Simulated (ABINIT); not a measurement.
Write the native input for ABINIT 10.8.3 (patched build) that does the following.

- Task: band structure
- Functional: PBEsol
- Potentials or basis: PseudoDojo NC SR PBEsol v0.4.1 standard
- Cutoff: 1116 eV
- k mesh: 10 × 10 × 5
- Occupations: fermi-dirac, width 0.05 eV
- Spin: no spin polarisation

Crystal: SiC (Moissanite).

```
Si C
1.0
     3.07600    0.00000    0.00000
    -1.53800    2.66389    0.00000
     0.00000    0.00000    5.04800
Si C
2 2
Direct
  0.66667 0.33333 0.50000
  0.33333 0.66667 0.00000
  0.66667 0.33333 0.88500
  0.33333 0.66667 0.38500
```

The input as run:

run.abi

```
# Datasets: ground state, then fixed potential
ndtset 2

# Pseudopotentials
pp_dirpath "./"
pseudos "Si.upf, C.upf"

# Structure
acell 3*1.0
rprim
     5.8127975593     0.0000000000     0.0000000000
    -2.9063987797     5.0340303534     0.0000000000
     0.0000000000     0.0000000000     9.5393374771
ntypat 2
znucl 14 6
natom 4
typat 1 1 2 2
xred
     0.6666666667     0.3333333333     0.5000000000
     0.3333333333     0.6666666667     0.0000000000
     0.6666666667     0.3333333333     0.8850000000
     0.3333333333     0.6666666667     0.3850000000

# Plane-wave basis
ecut 41.0

# Exchange and correlation
ixc -116133

# Bands and occupations
occopt 3
tsmear 0.00183747

# SCF cycle
nstep 100

# Output
iomode 3
prtwf 0
prteig 0
prtebands 0
prtden1 1

# Dataset 1
kptopt1 1
ngkpt1 10 10 5
nshiftk1 1
shiftk1 0.0 0.0 0.0
nband1 12
tolvrs1 1.0e-10

# Dataset 2: bands along G-M-K-G-A-L-H-A
iscf2 -2
getden2 1
nband2 16
nbdbuf2 2
tolwfr2 1.0e-12
kptopt2 -7
ndivsm2 6
prteig2 1
prtvol2 -3
kptbounds2
     0.0000000000     0.0000000000     0.0000000000
     0.5000000000     0.0000000000     0.0000000000
     0.3333333333     0.3333333333     0.0000000000
     0.0000000000     0.0000000000     0.0000000000
     0.0000000000     0.0000000000     0.5000000000
     0.5000000000     0.0000000000     0.5000000000
     0.3333333333     0.3333333333     0.5000000000
     0.0000000000     0.0000000000     0.5000000000
```

Potentials or basis: PseudoDojo NC SR PBEsol v0.4.1 standard.

Run with:

```sh
$ abinit run.abi > log 2>&1
```

Results of the run:

```
Pressure                                              : 0.3 GPa
Largest force                                         : 0.755 eV/Å
Band gap on the k mesh                                : 2.33 eV, indirect (least direct gap 3.96 eV)
Band gap along the path                               : 2.17 eV, indirect (least direct gap 3.96 eV)
Valence electrons inside the program's atomic spheres : Si 1.95; C 4.24
```

Caveat: the mesh misses the band edges, which the band path finds closer together.

Wall time 2.1 min on 1 thread of Arm Neoverse V1, with other jobs on the host, peak memory 0.13 GiB.
